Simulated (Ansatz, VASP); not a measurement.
SiO2: VASP beside Ansatz

```
Si O
1.0
     3.85057    0.00000    0.00000
     0.00000    3.85057    0.00000
     0.00000    0.00000    2.56200
Si O
2 4
Direct
  0.50000 0.50000 0.50000
  0.00000 0.00000 0.00000
  0.69389 0.69389 0.00000
  0.19389 0.80611 0.50000
  0.30611 0.30611 0.00000
  0.80611 0.19389 0.50000
```

Change from the starting cell: strain -0.080 along x and y, -0.040 along z, atoms carried along.

Alike in both runs: task single point; functional r2SCAN; k mesh 6 × 6 × 8; occupations gaussian, width 0.05 eV; no spin polarisation.

```csv
,VASP,Ansatz
version,VASP 6.6.1,Ansatz 0.2.0
potentials or method,"VASP PAW PBE potentials, release 64 (Si, O)","scalar-relativistic, plane waves, PAW"
plane-wave cutoff (eV),520,500
valence electrons in the cell,32,32
```

```tsv
	VASP	Ansatz	Ansatz less VASP
gap on the k mesh at the Fermi level (eV)	7.64	7.67	+0.039
least direct gap on the mesh (eV)	7.64	7.67	+0.039
pressure (GPa)	105.1	103.7	-1.41
largest component of the traceless stress (GPa)	7.03	7.88	+0.844
rms of the force components (eV/Å)	0.794	0.783	-0.0118
```

Atom by atom the forces differ by 0.012 eV/Å (rms over components).

Caveats: the cell as given lies far from equilibrium; so large a pressure means that the cell lies far from this level's equilibrium, or that cutoff or potentials fall short (VASP); the potentials were made for another functional, which shifts forces and pressure (VASP). A k mesh can miss the band edges.
